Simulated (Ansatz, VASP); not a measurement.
This is a calculation of InSe for VASP 6.6.1.

Contents of INCAR:

```
SYSTEM = InSe
PREC = Accurate ; ENCUT = 520
EDIFF = 1E-7 ; ISMEAR = -1
SIGMA = 0.05 ; LREAL = .False.
LASPH = .True. ; NELM = 100
ALGO = Normal ; ISIF = 2
LWAVE = .False. ; LCHARG = .False.
GGA = PE ; NBANDS = 16
```

KPOINTS

```
regular mesh
0
Gamma
  7 7 7
  0 0 0
```

POSCAR

```
InSe
1.0
    3.6798354811      0.0000000000      0.0000000000
    0.0000000000      3.6798354811      0.0000000000
    0.0000000000      0.0000000000      3.6798354811
In Se
1 1
Direct
    0.5000000000      0.5000000000      0.5000000000
    0.0000000000      0.0000000000      0.0000000000
```

Potentials or basis: VASP PAW PBE potentials, release 64 (In_d, Se).

Command:

```console
$ cat potpaw_PBE.64/In_d/POTCAR potpaw_PBE.64/Se/POTCAR > POTCAR
$ mpirun -np 1 vasp_std > vasp.out
```

Problem. Translate it to Ansatz 0.2.0. Potentials there: Ansatz PAW.

Solution. As run (the cutoff follows the program's own potentials):

The input input.yaml:

```yaml
crystal:
  lattice:
    - [3.6798354811, 0.0, 0.0]
    - [0.0, 3.6798354811, 0.0]
    - [0.0, 0.0, 3.6798354811]
  atoms:
    - { symbol: In, position: [0.5, 0.5, 0.5] }
    - { symbol: Se, position: [0.0, 0.0, 0.0] }
hamiltonian:
  xc: pbe
  pseudopotentials: { kind: paw }
kpoints:
  mp_grid: { grid: [7, 7, 7] }
scf:
  occupations: { method: fermi_dirac, width: 0.05 }
output:
  forces: true
  stress: true
  eigenvalues: true
```

Potentials or basis: Ansatz PAW.

Run with:

```sh
$ ansatz run input.yaml --threads 1 --pin off --max-ram 3584MiB --backend cpu --events-out ev --progress --plain --runs-dir out
```

Both were run:

|  | VASP | Ansatz | Ansatz less VASP |
| --- | --- | --- | --- |
| gap on the k mesh at the Fermi level (eV) | none | none | - |
| pressure (GPa) | -1.8 | -1.8 | 0.00 |

A gap of «none» marks a metal or a gap that the smearing closes. With one functional, cell and mesh, what is left measures potentials, basis and numerics. The two sets of potentials don't hold the same shells in valence.
